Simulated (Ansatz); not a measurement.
# Property card for SiC

These are results of DFT PBEsol, scalar-relativistic, plane waves, PAW in Ansatz 0.2.0, not measurements.

Plane waves to 420 eV, a k mesh through Γ of 12×12×6 on the computed 4-atom cell and Gaussian smearing (0.02 eV); no spin polarisation.

The structure is relaxed at this level of theory with its symmetry kept.

It takes space group P6_3mc (No. 186, hexagonal). The conventional cell has a = 3.076 Å, b = 3.076 Å, c = 5.048 Å, α = 90.00°, β = 90.00°, γ = 120.00°. Si (site symmetry 3m) has 4 C at 1.88 to 1.90 Å as nearest neighbours. C (site symmetry 3m) is surrounded by 4 Si at 1.88 to 1.90 Å.

| Item | Value |
| --- | --- |
| Volume per atom | 10.34 Å³ |
| Formation energy from the elements' standard states (uncorrected) | -0.260 eV/atom |
| Kohn–Sham band gap | 2.12 eV, indirect from Γ to K |
| Löwdin character of the top 1 eV of the valence band | C 2p 84 %, Si 3p 13 % |
| Löwdin character of the lowest 1 eV of the conduction band | Si 3p 44 %, C 2s 14 %, C 2p 13 %, Si 3s 9 %, unprojected 20 % |
| Electron masses at the edge by Cartesian direction of the standard setting (m_e; degenerate bands sorted by energy; no spin-orbit coupling) | x: 0.43; y: 0.43; z: 0.26 |
| Hole masses at the edge by Cartesian direction of the standard setting (m_e; degenerate bands sorted by energy; no spin-orbit coupling) | x: 2.5, 0.32; y: 2.5, 0.32; z: 1.5, 1.5 |
| Bulk modulus | 222 GPa |
| Its pressure derivative | 3.9 |
| Bader charges (e) | Si (2 in the cell) 2.76, C (2 in the cell) -2.76 |